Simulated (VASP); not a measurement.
# Ag (Fm-3m) in VASP: elastic constants with LDA

Aim: the elastic constants of Ag with LDA.

All numbers are computed with VASP 6.6.1; they aren't measurements. Logs are shortened: lines on timing, memory, paths and dates and some standing lists are left out, and cuts for length are marked.

## Step 1: Starting point

Symmetry: Fm-3m, No. 225, cubic system. Conventional cell: a = 4.135 Å, b = 4.135 Å, c = 4.135 Å, α = 90.00°, β = 90.00°, γ = 90.00°. Ag (site symmetry m-3m) has 12 Ag at 2.92 Å as nearest neighbours.

## Step 2: Elastic constants, LDA

POSCAR reads:

```
Ag
1.0
    0.0000000000      2.0675000000      2.0675000000
    2.0675000000      0.0000000000      2.0675000000
    2.0675000000      2.0675000000      0.0000000000
Ag
1
Direct
    0.0000000000      0.0000000000      0.0000000000
```

INCAR.step1 reads:

```
  ALGO = Fast
  EDIFF = 1E-8
  EDIFFG = -0.002
  ENCUT = 600
  GGA = CA
  IBRION = 2
  ISIF = 3
  ISMEAR = 0
  LASPH = True
  LCHARG = False
  LREAL = False
  LWAVE = False
  NELM = 100
  NSW = 40
  PREC = Accurate
  SIGMA = 0.1
```

INCAR.step2 reads:

```
  ALGO = Fast
  EDIFF = 1E-8
  ENCUT = 600
  GGA = CA
  IBRION = 6
  ISIF = 3
  ISMEAR = 0
  LASPH = True
  LCHARG = False
  LREAL = False
  LWAVE = False
  NELM = 100
  NFREE = 2
  NSW = 1
  POTIM = 0.015
  PREC = Accurate
  SIGMA = 0.1
```

KPOINTS reads:

```
k-points
0
Gamma
  8 8 8
```

Potentials or basis: VASP PAW LDA potentials, release 64 (Ag).

Run with:

```bash
$ cat potpaw_LDA.64/Ag/POTCAR > POTCAR
$ cp INCAR.step1 INCAR
$ mpirun -np 1 vasp_std > vasp.out
$ cp CONTCAR POSCAR
$ cp INCAR.step2 INCAR
$ mpirun -np 1 vasp_std > vasp.out
```

OUTCAR:

```text
EDIFF = 1E-8
   ENCUT = 600
   GGA = CA
   IBRION = 6
   ISIF = 3
   ISMEAR = 0
   LASPH = True
   LREAL = False
   NELM = 100
   NFREE = 2
   NSW = 1
   POTIM = 0.015
   PREC = Accurate

 ion  position               nearest neighbor table
   1  0.000  0.000  0.000-

  LATTYP: Found a face centered cubic cell.
 ALAT       =     4.0101247457

  Lattice vectors:

 A1 = (   0.0000000000,   2.0050623728,   2.0050623728)
 A2 = (   2.0050623728,   0.0000000000,   2.0050623728)
 A3 = (   2.0050623728,   2.0050623728,   0.0000000000)

Analysis of symmetry for initial positions (statically):
=====================================================================
 Subroutine PRICEL returns:
 Original cell was already a primitive cell.

 Routine SETGRP: Setting up the symmetry group for a
 face centered cubic supercell.

 Subroutine GETGRP returns: Found 48 space group operations
 (whereof 48 operations were pure point group operations)
 out of a pool of 48 trial point group operations.

The static configuration has the point symmetry O_h .

Analysis of symmetry for dynamics (positions and initial velocities):
=====================================================================
 Subroutine PRICEL returns:
 Original cell was already a primitive cell.

 Routine SETGRP: Setting up the symmetry group for a
 face centered cubic supercell.

 Subroutine GETGRP returns: Found 48 space group operations
 (whereof 48 operations were pure point group operations)
 out of a pool of 48 trial point group operations.

The dynamic configuration has the point symmetry O_h .

 Subroutine INISYM returns: Found 48 space group operations
 (whereof 48 operations are pure point group operations),
 and found     1 'primitive' translations

----------------------------------------------------------------------------------------

                                     Primitive cell

  volume of cell :      16.1218

  direct lattice vectors                    reciprocal lattice vectors
     0.000000000  2.005062373  2.005062373    -0.249368801  0.249368801  0.249368801
     2.005062373  0.000000000  2.005062373     0.249368801 -0.249368801  0.249368801
     2.005062373  2.005062373  0.000000000     0.249368801  0.249368801 -0.249368801

  length of vectors
     2.835586401  2.835586401  2.835586401     0.431919433  0.431919433  0.431919433

  position of ions in fractional coordinates (direct lattice)
     0.000000000  0.000000000  0.000000000

  ion indices of the primitive-cell ions
   primitive index   ion index
                 1           1

----------------------------------------------------------------------------------------

 KPOINTS: k-points

Automatic generation of k-mesh.
 Grid dimensions read from file:
 generate k-points for:    8    8    8

 Generating k-lattice:

  Cartesian coordinates                     Fractional coordinates (reciprocal lattice)
    -0.031171100  0.031171100  0.031171100     0.125000000  0.000000000  0.000000000
     0.031171100 -0.031171100  0.031171100     0.000000000  0.125000000  0.000000000
     0.031171100  0.031171100 -0.031171100     0.000000000  0.000000000  0.125000000

[... 97 lines left out ...]

 number of electron      11.0000002 magnetization

 Free energy of the ion-electron system (eV)
  ---------------------------------------------------
  ext. energy  EPLUGINS =         0.00000000
  ---------------------------------------------------
  free energy    TOTEN  =        -3.74832381 eV

  energy without entropy =       -3.74529026  energy(sigma->0) =       -3.74680703

------------------------ aborting loop because EDIFF is reached ----------------------------------------

  FORCE on cell =-STRESS in cart. coord.  units (eV):
  Direction    XX          YY          ZZ          XY          YZ          ZX
  --------------------------------------------------------------------------------------
  -------------------------------------------------------------------------------------
  Total       -0.0052010     -0.0052010     -0.0052010      0.0000000      0.0000000      0.0000000
  in kB       -0.5168701     -0.5168701     -0.5168701      0.0000000      0.0000000      0.0000000
  external PRESSURE =      -0.5168701 kB  Pullay stress =       0.0000000 kB
[... 86 lines left out ...]
  FREE ENERGIE OF THE ION-ELECTRON SYSTEM (eV)
  ---------------------------------------------------
  free  energy   TOTEN  =        -3.7467621264 eV

  energy  without entropy=       -3.7441703264  energy(sigma->0) =       -3.74546623

[... ionic steps 4 to 12 ...]

--------------------------------------- Ionic step       13  -------------------------------------------

 number of electron      11.0000001 magnetization

------------------------ aborting loop because EDIFF is reached ----------------------------------------
[... 65 lines left out ...]
--------------------------------------- Ionic step       15  -------------------------------------------

 number of electron      11.0000001 magnetization

 Free energy of the ion-electron system (eV)
  ---------------------------------------------------
  ext. energy  EPLUGINS =         0.00000000
  ---------------------------------------------------
  free energy    TOTEN  =        -3.74832337 eV

  energy without entropy =       -3.74528981  energy(sigma->0) =       -3.74680659

 E-fermi :   8.8047     XC(G=0): -12.9145

 val. band max:        8.7300946468   @ k =   0.5000   0.2500   0.1250
 cond. band min:       9.2013799387   @ k =   0.5000   0.3750   0.1250
 fundamental gap:      0.4712852919
 Fermi energy:         8.8046572750

 k-point     1 :       0.0000    0.0000    0.0000
  band No.  band energies     occupation
      1       0.7104      2.00000
      2       3.9830      2.00000
      3       3.9830      2.00000
      4       3.9830      2.00000
      5       5.1479      2.00000
      6       5.1479      2.00000
      7      25.0848      0.00000
      8      28.9261      0.00000
      9      28.9262      0.00000
[... 265 lines left out ...]
 k-point    24 :      -0.3750    0.2500    0.1250
  band No.  band energies     occupation
      1       2.9294      2.00000
      2       3.4739      2.00000
      3       4.4346      2.00000
      4       4.6519      2.00000
      5       5.9476      2.00000
      6      11.3070      0.00000
      7      13.1549      0.00000
      8      21.7929      0.00000
      9      21.9335      0.00000

 [... further k-points ...]

------------------------ aborting loop because EDIFF is reached ----------------------------------------

  FORCE on cell =-STRESS in cart. coord.  units (eV):
  Direction    XX          YY          ZZ          XY          YZ          ZX
  --------------------------------------------------------------------------------------
  -------------------------------------------------------------------------------------
  Total       -0.0052086     -0.0052086     -0.0052086      0.0000000      0.0000000     -0.0000000
  in kB       -0.5176286     -0.5176286     -0.5176286      0.0000000      0.0000000     -0.0000000
  external PRESSURE =      -0.5176286 kB  Pullay stress =       0.0000000 kB
[... 16 lines left out ...]
  FREE ENERGIE OF THE ION-ELECTRON SYSTEM (eV)
  ---------------------------------------------------
  free  energy   TOTEN  =        -3.7483233692 eV

  energy  without entropy=       -3.7452898146  energy(sigma->0) =       -3.74680659

 INTERNAL STRAIN TENSORS FROM STRAINED CELLS
 ============================================

 INTERNAL STRAIN TENSOR FOR ION    1 for displacements in x,y,z  (eV/Angst):
          X           Y           Z          XY          YZ          ZX
  --------------------------------------------------------------------------------
  x     0.00000     0.00000    -0.00000     0.00000    -0.00000     0.00000
  y    -0.00000     0.00000     0.00000     0.00000     0.00000     0.00000
  z     0.00000    -0.00000    -0.00000     0.00000    -0.00000    -0.00000

 INTERNAL STRAIN TENSORS FROM DISPLACED ATOMS
 ============================================

 INTERNAL STRAIN TENSOR FOR ION    1 for displacements in x,y,z  (eV/Angst):
          X           Y           Z          XY          YZ          ZX
  --------------------------------------------------------------------------------
  x     0.00000     0.00000     0.00000     0.00000     0.00000     0.00000
  y     0.00000     0.00000     0.00000     0.00000     0.00000     0.00000
  z     0.00000     0.00000     0.00000     0.00000     0.00000     0.00000

 Eigenvectors and eigenvalues of the dynamical matrix
 ----------------------------------------------------

   1 f  =    0.000000 THz     0.000000 2PiTHz    0.000000 cm-1     0.000000 meV
             X         Y         Z           dx          dy          dz
      0.000000  0.000000  0.000000     0.824513   -0.565842    0.000000

   2 f  =    0.000000 THz     0.000000 2PiTHz    0.000000 cm-1     0.000000 meV
             X         Y         Z           dx          dy          dz
      0.000000  0.000000  0.000000    -0.565842   -0.824513    0.000000

   3 f  =    0.000000 THz     0.000000 2PiTHz    0.000000 cm-1     0.000000 meV
             X         Y         Z           dx          dy          dz
      0.000000  0.000000  0.000000     0.000000    0.000000    1.000000

--------------------------------------------------------------------------------------------------------

 ELASTIC MODULI CONTR FROM IONIC RELAXATION (kBar)
 Direction    XX          YY          ZZ          XY          YZ          ZX
 --------------------------------------------------------------------------------
 XX           0.0000      0.0000      0.0000      0.0000      0.0000      0.0000
 YY           0.0000      0.0000      0.0000      0.0000      0.0000      0.0000
 ZZ           0.0000      0.0000      0.0000      0.0000      0.0000      0.0000
 XY           0.0000      0.0000      0.0000      0.0000      0.0000      0.0000
 YZ           0.0000      0.0000      0.0000      0.0000      0.0000      0.0000
 ZX           0.0000      0.0000      0.0000      0.0000      0.0000      0.0000
 --------------------------------------------------------------------------------

 TOTAL ELASTIC MODULI (kBar)
 Direction    XX          YY          ZZ          XY          YZ          ZX
 --------------------------------------------------------------------------------
 XX        1446.7933   1349.1638   1349.1638     -0.0000      0.0000      0.0000
 YY        1349.1638   1446.7933   1349.1638      0.0000      0.0000      0.0000
 ZZ        1349.1638   1349.1638   1446.7933      0.0000     -0.0000     -0.0000
 XY          -0.0000      0.0000      0.0000    272.2967     -0.0000      0.0000
 YZ           0.0000      0.0000     -0.0000     -0.0000    272.2967      0.0000
 ZX           0.0000      0.0000     -0.0000      0.0000      0.0000    272.2967
 --------------------------------------------------------------------------------
```

Wall time 3.5 min (1 thread of AMD EPYC 7R13 (Zen 3), shared host); peak memory 0.15 GiB.

Results:

```
Relaxed volume                         : 16.12 Å³/atom
Relaxed cell                           : a = 2.836 Å, b = 2.836 Å, c = 2.836 Å, α = 60.00°, β = 60.00°, γ = 60.00°
Space group after relaxing (to 0.05 Å) : Fm-3m (No. 225)
Elastic constants C11, C12, C44        : 145, 135, 27 GPa
Voigt bulk modulus                     : 138 GPa
```

The path:
```csv
step,energy change (eV),largest force (eV/Å),pressure (GPa),volume (Å³)
1,0.0000,0.0000,-9.74,17.68
2,-0.0181,0.0000,11.21,15.07
3,-0.0523,0.0000,-0.09,16.13
4,-0.0523,0.0000,0.15,16.10
5,-0.0523,0.0000,-0.14,16.14
6,-0.0523,0.0000,-0.01,16.12
```

Final structure:
```cif
data_structure
_symmetry_space_group_name_H-M 'P 1'
_symmetry_Int_Tables_number 1
_cell_length_a 2.8356
_cell_length_b 2.8356
_cell_length_c 2.8356
_cell_angle_alpha 60.000
_cell_angle_beta 60.000
_cell_angle_gamma 60.000
_cell_volume 16.12
loop_
_atom_site_label
_atom_site_type_symbol
_atom_site_fract_x
_atom_site_fract_y
_atom_site_fract_z
_atom_site_occupancy
Ag1 Ag 0.00000 0.00000 0.00000 1
```

Elastic tensor in Voigt notation (GPa, in the Cartesian axes of the cell as first typed):
```
145 135 135   0   0   0
135 145 135   0   0   0
135 135 145   0   0   0
  0   0   0  27   0   0
  0   0   0   0  27   0
  0   0   0   0   0  27
```

Clamped-ion elastic tensor (GPa):
```
145 135 135   0   0   0
135 145 135   0   0   0
135 135 145   0   0   0
  0   0   0  27   0   0
  0   0   0   0  27   0
  0   0   0   0   0  27
```
